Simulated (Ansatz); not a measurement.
# Rh: pressure against volume

Rh, P6_3/mmc, a = 2.675 Å, c = 8.727 Å. This isn't the element's structure at ambient conditions. Ansatz: PBEsol, PAW, 420 eV, Γ-centred 18×18×6 mesh on 4 atoms, Gaussian smearing 0.10 eV; no spin polarisation. Shape and atoms are relaxed at each volume; pressure is positive in compression.

```
V (Å³/atom) P (GPa)
     12.713    21.34
     13.119        ?
     13.525     0.01
     13.931    -8.05
     14.336   -14.75
```

Task: Take V0 = 13.525 Å³/atom, count pressures from its P0 = 0.01 GPa, fit the third-order Birch–Murnaghan form to the other rows, and predict the missing pressure.

Result: With the Eulerian strain f = ½[(V0/V)^(2/3) − 1] and y = (P − P0)/[3f(1 + 2f)^(5/2)], the form is the line y = B0 + 1.5 B0 (B0′ − 4) f. Rows (f, y): 0.02107, 304.4; -0.00976, 289.2; -0.01904, 284.7. Means f = -0.002577, y = 292.77; Σ(Δf)² = 0.0008818, ΣΔfΔy = 0.4335; the slope is their ratio. y = 294.0 + 491.6 f GPa, so B0 = 294.0 GPa and B0′ = 4 + 2 × (491.6)/(3 × 294.0) = 5.11. At V = 13.119, f = 0.01026, y = 299.04 and P = 9.69 GPa. The run gave 9.71 GPa, so the fit is 0.02 GPa too low, a small miss on the scale of the series.